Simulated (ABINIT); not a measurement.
A run of ABINIT 10.8.3 (patched build):

The input run.abi:

```
pp_dirpath "./"
pseudos "W.hgh, S.hgh"

acell 3*1.0 Angstrom
rprim
     3.0506631800     0.0000000000     0.0000000000
     0.0000000000     3.0506631800     0.0000000000
     0.0000000000     0.0000000000     6.3241450900
ntypat 2
znucl 74 16
natom 3
typat 1 2 2
xred
     0.0000000000     0.0000000000     0.0000000000
     0.5000000000     0.5000000000     0.2843227100
     0.5000000000     0.5000000000     0.7156772900

ecut 22.0

kptopt 1
ngkpt 7 7 3
nshiftk 1
shiftk 0.0 0.0 0.0

ixc 7

nband 26
occopt 3
tsmear 0.00183747

nspinor 2
nspden 1
so_psp 2*1

nstep 100
tolvrs 1.0e-10

iomode 3
prtwf 0
prtden 0
prteig 0
prtebands 0
enunit 1
prtvol 2
```

Potentials or basis: HGH LDA.

Run with:

```bash
$ abinit run.abi > log 2>&1
```

Hardware: 1 thread of Arm Neoverse V1, with other jobs on the host.

Task: Estimate the wall time of this run.

Result: Wall time 78 s on 1 thread of Arm Neoverse V1 (shared host), peak memory 0.08 GiB. Counts: scf iterations 11, mpi ranks 1, k points 20, bands 26, plane waves 1975.
